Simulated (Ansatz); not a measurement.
## HfN (Fm-3m), an elastic constant from a strain scan

Theory: DFT PBE, scalar-relativistic, plane waves, PAW (Ansatz). Cutoff 420 eV, Γ-centred 22×22×22 k-points, Gaussian smearing of 0.15 eV. Spin–orbit coupling is left out, which can shift energies with elements as heavy as these. No spin polarisation. Energies are free energies at this smearing, counted from the undisturbed cell; pressure is positive in compression.

Reference structure (relaxed at this level):

```xyz
2
Lattice="0.0000 2.2739 2.2739 2.2739 0.0000 2.2739 2.2739 2.2739 0.0000" Properties=species:S:1:pos:R:3 pbc="T T T"
Hf    0.0000    0.0000    0.0000
N     2.2739    2.2739    2.2739
```

The cell is strained by ε times the Voigt pattern (0, 0, 0, 1, 0, 0) (xx, yy, zz, yz, xz, xy; engineering shear) with fractional coordinates fixed. The cell holds 2 atoms in V0 = 23.51 Å³. The stress column is τ = (1/V0) dE/dε, got from the stress tensor σ (compression positive) at each point as −det(1 + εP) σ : P(1 + εP)⁻¹, with P the pattern as a tensor.

| ε | ΔE (meV/atom) | τ (GPa) |
| --- | --- | --- |
| -0.0525 | 11.935 | -6.245 |
| -0.0450 | 8.755 | -5.321 |
| -0.0375 | 6.074 | -4.420 |
| -0.0300 | 3.889 | -3.531 |
| -0.0225 | 2.187 | -2.648 |
| -0.0150 | 0.974 | -1.767 |
| -0.0075 | 0.242 | -0.885 |
| 0.0000 | 0.000 | 0.000 |
| 0.0075 | 0.242 | 0.885 |
| 0.0150 | 0.974 | 1.767 |
| 0.0225 | 2.187 | 2.648 |
| 0.0300 | 3.889 | 3.531 |
| 0.0375 | 6.074 | 4.420 |
| 0.0450 | 8.755 | 5.321 |
| 0.0525 | 11.935 | 6.245 |
| 0.0600 | ? | ? |

Task: Which combination of elastic constants does this scan measure, and how large is it?

Result: For small ε, τ = τ0 + Kε with K = pᵀCp, which for this pattern is C44 in the cubic axes. The parabola through τ at ε = -0.0075, 0 and 0.0075 has slope K = 118 GPa at zero. The energies per cell, E = NΔE, of the same two points give K = 2[E(ε₊)/ε₊ − E(ε₋)/ε₋]/[(ε₊ − ε₋)V0] = 117 GPa, in agreement.

Task: Predict the withheld row at ε = 0.0600 from the harmonic law, and compare.

Result: ΔE = V0(τ0 ε + Kε²/2)/N = 15.579 meV/atom and τ = 7.08 GPa. The calculation gives 15.633 meV/atom and 7.19 GPa, a miss of 0.4 % of the harmonic energy, so the harmonic law still holds here.

In a metal these slopes depend on the k mesh and the smearing.